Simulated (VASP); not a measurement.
Wanted: the native input for a VASP 6.6.1 run.

| Property | Result |
| --- | --- |
| Task | relaxation of the atoms |
| Functional | PBEsol |
| Potentials or basis | VASP PAW PBE potentials, release 64 (Cd) |
| Cutoff | 520 eV |
| k mesh | 10 × 10 × 5 |
| Occupations | methfessel-paxton, width 0.1 eV |
| Spin | no spin polarisation |
| Further INCAR settings | ALGO = Normal; EDIFF = 1e-06; IBRION = 2; EDIFFG = -0.01; NSW = 60 |

The structure of Cd lies in POSCAR:

```
Cd
1.0
    0.0000000000     -2.2181497500     -2.2181497500
   -2.2181497500      0.0000000000     -2.2181497500
    2.2181497500      2.2181497500     -4.4362995000
Cd
2
Direct
    0.4142221000      0.7162554100      0.4498029200
    0.0857779000      0.7837445900      0.0501970800
```

This isn't the form of Cd at room conditions, which is hcp.

The cell isn't the ideal one: atom 2 moved 1.20 Å.

These files were run (other wordings do the same):

INCAR

```
SYSTEM = Cd
PREC     = Accurate       ! precision mode
ENCUT    = 520            ! plane-wave cutoff, eV
EDIFF    = 1E-6           ! SCF threshold, eV
ISMEAR   = 1              ! smearing method
SIGMA    = 0.1            ! smearing width, eV
LREAL    = .FALSE.        ! projectors in reciprocal space
LASPH    = .TRUE.         ! aspherical terms in the spheres
NELM     = 60             ! most SCF steps
ALGO     = Normal         ! electronic algorithm
ISIF     = 2              ! what is computed and relaxed
LWAVE    = .FALSE.        ! write WAVECAR
LCHARG   = .FALSE.        ! write CHGCAR
GGA      = PS             ! functional
IBRION   = 2              ! ionic algorithm
NSW      = 60             ! ionic steps
EDIFFG   = -0.01          ! ionic threshold
```

KPOINTS

```
Automatic mesh
0
G
  10 10 5
  0 0 0
```

Potentials or basis: VASP PAW PBE potentials, release 64 (Cd).

The run is started by

```sh
$ cat potpaw_PBE.64/Cd/POTCAR > POTCAR
$ mpirun -np 1 vasp_std > vasp.out
```

It gave:

The energy gained by relaxing is 319.2 meV/atom, the ionic steps are 14 and the pressure after relaxing is -1.6 GPa. The largest force after relaxing is 0.006 eV/Å and the band gap on the k mesh is none (metal or under the smearing width).

Caveat: the PAW data sets were made with another functional, which shifts forces and pressure a little.

Wall time 17 min on 1 thread of AMD EPYC 7R43 64-Core Processor (Zen 3) (shared host), peak memory 0.23 GiB.
